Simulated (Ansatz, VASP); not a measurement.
## One calculation of KCl, two programs

```
CELL_PARAMETERS angstrom
4.54307 0.00000 0.00000
0.00000 4.54307 0.00000
0.00000 0.00000 8.27180
ATOMIC_POSITIONS crystal
K 0.00000 0.50000 0.00000
K 0.50000 0.00000 0.50000
Cl 0.50000 0.50000 0.25000
Cl 0.50000 0.50000 0.75000
```

Change from the starting cell: ordered vacancies on the anion sites of fluorite (P4_2/mmc, No. 131).

Alike in both runs: functional PBE; k mesh 4 × 4 × 4; occupations gaussian, width 0.02 eV; no spin polarisation.

Ansatz relaxed the structure, and its values are those at the end. VASP's run is a single point on that final structure, the one shown.

|  | VASP | Ansatz |
| --- | --- | --- |
| version | VASP 6.6.1 | Ansatz 0.2.0 |
| potentials or method | VASP PAW PBE potentials, release 64 (K_sv, Cl) | scalar-relativistic, plane waves, PAW |
| plane-wave cutoff (eV) | 520 | 420 |
| valence electrons in the cell | 32 | 32 |

Ansatz gave:

| Quantity | Value |
| --- | --- |
| gap on the k mesh at the Fermi level (eV) | 4.02 |
| least direct gap on the mesh (eV) | 4.02 |
| pressure (GPa) | 0.0 |

Question: Estimate VASP's values.

Answer: gap on the k mesh at the Fermi level (eV): 4.01; least direct gap on the mesh (eV): 4.01; pressure (GPa): 0.0.

A k mesh can miss the band edges.
